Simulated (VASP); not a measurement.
# C (Pm-3m) in VASP: a series of runs, part 2 of 2

VASP 6.6.1.

### Step 3. Relaxation of cell and atoms, revPBE

INCAR

```
  PREC = Accurate
  ENCUT = 600
  EDIFF = 1E-6
  ISMEAR = -1
  SIGMA = 0.05
  LREAL = False
  LASPH = True
  NELM = 80
  ALGO = Normal
  ISIF = 3
  LWAVE = False
  LCHARG = False
  GGA = RE
  IBRION = 2
  NSW = 60
  EDIFFG = -0.01
```

KPOINTS

```
regular mesh
0
Gamma
  10 10 10
```

POSCAR

```
C
1.0
    2.6197200000      0.0000000000      0.0000000000
    0.0000000000      2.6197200000      0.0000000000
    0.0000000000      0.0000000000      2.6197200000
C
3
Direct
    0.0000000000      0.5000000000      0.5000000000
    0.5000000000      0.0000000000      0.5000000000
    0.5000000000      0.5000000000      0.0000000000
```

Potentials or basis: VASP PAW PBE potentials, release 64 (C).

Started as:

```
$ cat potpaw_PBE.64/C/POTCAR > POTCAR
$ mpirun -np 1 vasp_std > vasp.out
```

OUTCAR:

```text
PREC = Accurate
   ENCUT = 600
   EDIFF = 1E-6
   ISMEAR = -1
   LREAL = False
   LASPH = True
   NELM = 80
   ISIF = 3
   GGA = RE
   IBRION = 2
   NSW = 60
   EDIFFG = -0.01

 ion  position               nearest neighbor table
   1  0.000  0.500  0.500-   2 1.85   3 1.85   3 1.85   2 1.85   2 1.85   3 1.85   3 1.85   2 1.85

   2  0.500  0.000  0.500-   1 1.85   3 1.85   3 1.85   1 1.85   3 1.85   3 1.85   1 1.85   1 1.85

   3  0.500  0.500  0.000-   1 1.85   2 1.85   1 1.85   2 1.85   2 1.85   2 1.85   1 1.85   1 1.85

[... 559 lines left out ...]
  Direction    XX          YY          ZZ          XY          YZ          ZX
  --------------------------------------------------------------------------------------
  -------------------------------------------------------------------------------------
  Total        0.0298453      0.0298453      0.0298453      0.0000000      0.0000000     -0.0000000
  in kB        2.5672291      2.5672291      2.5672291      0.0000000      0.0000000     -0.0000000
  external PRESSURE =       2.5672291 kB  Pullay stress =       0.0000000 kB

 VOLUME and BASIS-vectors are now :
 -----------------------------------------------------------------------------
  energy-cutoff  :      600.00
  volume of cell :       18.63
      direct lattice vectors                 reciprocal lattice vectors
     2.650781902  0.000000000 -0.000000000     0.377247181 -0.000000000 -0.000000000
     0.000000000  2.650781902  0.000000000    -0.000000000  0.377247181 -0.000000000
     0.000000000  0.000000000  2.650781902     0.000000000 -0.000000000  0.377247181

 POSITION                                       TOTAL-FORCE (eV/Angst)
 -----------------------------------------------------------------------------------
      0.00000      1.32539      1.32539        -0.000000      0.000000      0.000000
      1.32539      0.00000      1.32539         0.000000      0.000000      0.000000
      1.32539      1.32539     -0.00000         0.000000     -0.000000      0.000000
 -----------------------------------------------------------------------------------
    total drift:                                0.000000     -0.000000     -0.000000

  FREE ENERGIE OF THE ION-ELECTRON SYSTEM (eV)
  ---------------------------------------------------
  free  energy   TOTEN  =       -15.6190328304 eV

  energy  without entropy=      -15.6116744392  energy(sigma->0) =      -15.61535363

 reached required accuracy - stopping structural energy minimisation
```

CONTCAR:

```text
C
   1.00000000000000
     2.6507819018728536    0.0000000000000000   -0.0000000000000000
     0.0000000000000000    2.6507819018728536    0.0000000000000000
     0.0000000000000000    0.0000000000000000    2.6507819018728536
  C
     3
Direct
     0.0000000000000000    0.5000000000000000    0.5000000000000000
     0.5000000000000000    0.0000000000000000    0.5000000000000000
     0.5000000000000000    0.5000000000000000    0.0000000000000000

  0.00000000E+00  0.00000000E+00  0.00000000E+00
  0.00000000E+00  0.00000000E+00  0.00000000E+00
  0.00000000E+00  0.00000000E+00  0.00000000E+00
```

It took 11 s on 1 thread of Intel Xeon Platinum 8259CL at 2.50GHz (Skylake/Cascade Lake), shared host; peak memory 0.14 GiB.

Results:

| Item | Value |
| --- | --- |
| Free energy | -15.6190 eV |
| Relaxed volume | 6.21 Å³/atom |
| Relaxed cell | a = 2.651 Å, b = 2.651 Å, c = 2.651 Å, α = 90.00°, β = 90.00°, γ = 90.00° |
| Space group after relaxing (to 0.05 Å) | Pm-3m (No. 221) |
| Energy gained by relaxing | 4.4 meV/atom |
| Ionic steps | 2 |
| Pressure after relaxing | 0.3 GPa |
| Band gap on the k mesh | none (metal or under the smearing width) |

The path:
```csv
step,energy change (eV),largest force (eV/Å),pressure (GPa),volume (Å³)
1,0.0000,0.0000,6.57,17.98
2,-0.0131,0.0000,0.26,18.63
```

Final structure:
```
C
1.0
     2.65078    0.00000    0.00000
     0.00000    2.65078    0.00000
     0.00000    0.00000    2.65078
C
3
Direct
  0.00000 0.50000 0.50000
  0.50000 0.00000 0.50000
  0.50000 0.50000 0.00000
```

Caveat: the PAW data sets were made with another functional, which shifts forces and pressure a little.

### Step 4. Relaxation of cell and atoms, BLYP

Edit INCAR of step 3 so:

```diff
@@ -12,3 +12,7 @@
   LCHARG = False
-  GGA = RE
+  GGA = B5
+  ALDAX = 1.0
+  AGGAX = 1.0
+  AGGAC = 1.0
+  ALDAC = 0.0
   IBRION = 2
```

KPOINTS is that of step 3.

POSCAR is that of step 3.

Started as:

```
$ cat potpaw_PBE.64/C/POTCAR > POTCAR
$ mpirun -np 1 vasp_std > vasp.out
```

Wall time 31 s (1 thread of Intel Xeon Platinum 8259CL at 2.50GHz (Skylake/Cascade Lake), shared host); peak memory 0.13 GiB.

It converged, with:

```yaml
Free_energy: -14.1172 eV
Relaxed_volume: 6.75 Å³/atom
Relaxed_cell: a = 2.726 Å, b = 2.726 Å, c = 2.726 Å, α = 90.00°, β = 90.00°, γ = 90.00°
Space_group_after_relaxing_to_0.05_Å: Pm-3m (No. 221)
Energy_gained_by_relaxing: 43.3 meV/atom
Ionic_steps: 4
Pressure_after_relaxing: 0.1 GPa
Band_gap_on_the_k_mesh: none (metal or under the smearing width)
```

Step by step:
```tsv
step	energy change (eV)	largest force (eV/Å)	pressure (GPa)	volume (Å³)
1	0.0000	0.0000	19.96	17.98
2	-0.1286	0.0000	1.37	19.99
3	-0.1297	0.0000	0.44	20.17
4	-0.1298	0.0000	0.05	20.26
```

Final structure:
```xyz
3
Lattice="2.7261 0.0000 0.0000 0.0000 2.7261 0.0000 0.0000 0.0000 2.7261" Properties=species:S:1:pos:R:3 pbc="T T T"
C     0.0000    1.3631    1.3631
C     1.3631    0.0000    1.3631
C     1.3631    1.3631    0.0000
```

Levels at points of the mesh, in eV from the Fermi level:
| k point | band 4 | band 5 | band 6 | band 7 | band 8 | band 9 |
| --- | --- | --- | --- | --- | --- | --- |
| (0.00, 0.00, 0.00) | -6.65 | -3.13 | -3.13 | 4.02 | 4.02 | 4.02 |
| (0.50, 0.00, 0.00) | -4.21 | -1.25 | -0.20 | -0.20 | 0.57 | 2.59 |
| (0.50, 0.50, 0.00) | -8.74 | -0.62 | 0.50 | 0.50 | 1.75 | 3.98 |
| (0.50, 0.50, 0.50) | -9.16 | -7.65 | -7.65 | -7.65 | 6.07 | 9.14 |

Caveat: the PAW data sets were made with another functional, which shifts forces and pressure a little.

### Step 5. Relaxation of cell and atoms, AM05

Edit INCAR of step 4 so:

```diff
@@ -12,7 +12,3 @@
   LCHARG = False
-  GGA = B5
-  ALDAX = 1.0
-  AGGAX = 1.0
-  AGGAC = 1.0
-  ALDAC = 0.0
+  GGA = AM
   IBRION = 2
```

KPOINTS is that of step 4.

POSCAR is that of step 4.

Started as:

```
$ cat potpaw_PBE.64/C/POTCAR > POTCAR
$ mpirun -np 1 vasp_std > vasp.out
```

It took 17 s on 1 thread of Intel Xeon Platinum 8259CL at 2.50GHz (Skylake/Cascade Lake), shared host; peak memory 0.13 GiB.

Results (log left out):

```
Free energy                            : -18.0563 eV
Relaxed volume                         : 5.66 Å³/atom
Relaxed cell                           : a = 2.570 Å, b = 2.570 Å, c = 2.570 Å, α = 90.00°, β = 90.00°, γ = 90.00°
Space group after relaxing (to 0.05 Å) : Pm-3m (No. 221)
Energy gained by relaxing              : 12.4 meV/atom
Ionic steps                            : 3
Pressure after relaxing                : 0.0 GPa
Band gap on the k mesh                 : none (metal or under the smearing width)
```

The path:
| step | energy change (eV) | largest force (eV/Å) | pressure (GPa) | volume (Å³) |
| --- | --- | --- | --- | --- |
| 1 | 0.0000 | 0.0000 | -9.44 | 17.98 |
| 2 | -0.0369 | 0.0000 | -1.57 | 17.08 |
| 3 | -0.0373 | 0.0000 | 0.02 | 16.98 |

Final structure:
```
C
1.0
     2.57046    0.00000    0.00000
     0.00000    2.57046    0.00000
     0.00000    0.00000    2.57046
C
3
Direct
  0.00000 0.50000 0.50000
  0.50000 0.00000 0.50000
  0.50000 0.50000 0.00000
```

Levels at points of the mesh, in eV from the Fermi level:
```tsv
k point	band 2	band 3	band 4	band 5	band 6	band 7	band 8	band 9	band 10
(0.00, 0.00, 0.00)	-8.53	-8.53	-8.53	-2.63	-2.63	4.51	4.51	4.51	5.07
(0.50, 0.00, 0.00)	-17.61	-5.63	-5.63	-0.97	-0.97	-0.17	0.35	2.11	6.65
(0.50, 0.50, 0.00)	-14.26	-14.26	-11.32	-1.48	0.00	0.00	2.71	4.93	4.93
(0.50, 0.50, 0.50)	-9.91	-9.91	-9.91	-9.87	-9.87	-9.87	3.98	10.81	10.81
```

Caveat: the PAW data sets were made with another functional, which shifts forces and pressure a little.

### Step 6. The runs side by side

| level | gap on the mesh (eV) | pressure (GPa) | relaxed volume (Å³/atom) |
| --- | --- | --- | --- |
| RPBE | none | 0.0 | 6.26 |
| revPBE | none | 0.3 | 6.21 |
| BLYP | none | 0.1 | 6.75 |
| AM05 | none | 0.0 | 5.66 |

Alike in all rows: task relaxation of cell and atoms; potentials or basis VASP PAW PBE potentials, release 64 (C); no spin polarisation; cell relaxed; k mesh 10 × 10 × 10; cutoff (eV) 600; smearing fermi-dirac 0.05 eV.

Caveats: the PAW data sets were made with another functional, which shifts forces and pressure a little.

Absolute energies hang on the potentials; compare differences alone.
